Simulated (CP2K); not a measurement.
Runs of CP2K 2026.2 on NiO. The structure is cubic, space group Fm-3m (No. 225). Conventional cell: a = 4.172 Å, b = 4.172 Å, c = 4.172 Å, α = 90.00°, β = 90.00°, γ = 90.00°. Ni (site symmetry m-3m) is surrounded by 6 O at 2.09 Å. O (site symmetry m-3m) has 6 Ni at 2.09 Å as nearest neighbours. 

```tsv
task	level	potentials or basis	cell	smearing	EPS_DEFAULT	MIXING METHOD	MIXING ALPHA	NBUFFER	NGRIDS	gap on the mesh (eV)	pressure (GPa)	moment (μB)
band structure	PBEsol	POTENTIAL_UZH Ni GTH-PBE-q18, O GTH-PBE-q6; TZVP-MOLOPT-PBE-GTH basis	as given	fermi-dirac 0.1 eV	1.0E-10	BROYDEN_MIXING	0.2	10	4	none	-4.1	1.68
band structure	r2SCAN	POTENTIAL_UZH Ni GTH-SCAN-q18, O GTH-SCAN-q6; TZVP-MOLOPT-SR-GTH, TZVP-MOLOPT-SCAN-GTH basis	as given	fermi-dirac 0.01 eV	1.0E-10	PULAY_MIXING	0.4	6	4	1.34	2.1	2.00
single point	RPBE	POTENTIAL_UZH Ni GTH-PBE-q18, O GTH-PBE-q6; TZVP-MOLOPT-PBE-GTH basis	the cell as VASP's run set it	gaussian 0.1 eV	1.0E-10	BROYDEN_MIXING	0.2	10	5	none	(a)	1.96
band structure	LDA	GTH_POTENTIALS Ni GTH-PADE-q18, O GTH-PADE-q6; TZVP-MOLOPT-SR-GTH, TZVP-MOLOPT-PBE-GTH basis	as given	fermi-dirac 0.01 eV	1.0E-9	PULAY_MIXING	0.4	6	5	none	(b)	(c)
```

Alike in all rows: spin collinear, ferromagnetic start; k mesh 11 × 11 × 11.

Problem. Estimate the missing entries.

Solution. (a) 14.5; (b) -16.9; (c) 1.30.

Caveats: the basis of atomic orbitals isn't converged, which shifts pressures, moduli and gaps; a cell with one magnetic atom can't hold antiferromagnetic order, which such compounds often take; semilocal functionals often make such compounds metallic where correlation or magnetic order opens a gap, which also shifts bond lengths (some runs); the potentials were made for another functional, which shifts forces and pressure (some runs); so large a pressure means that the cell lies far from this level's equilibrium, or that cutoff or potentials fall short (some runs).

A k mesh can miss the band edges.

A gap of «none» marks a metal or a gap under the smearing width.

Not every run made on this cell is shown here.
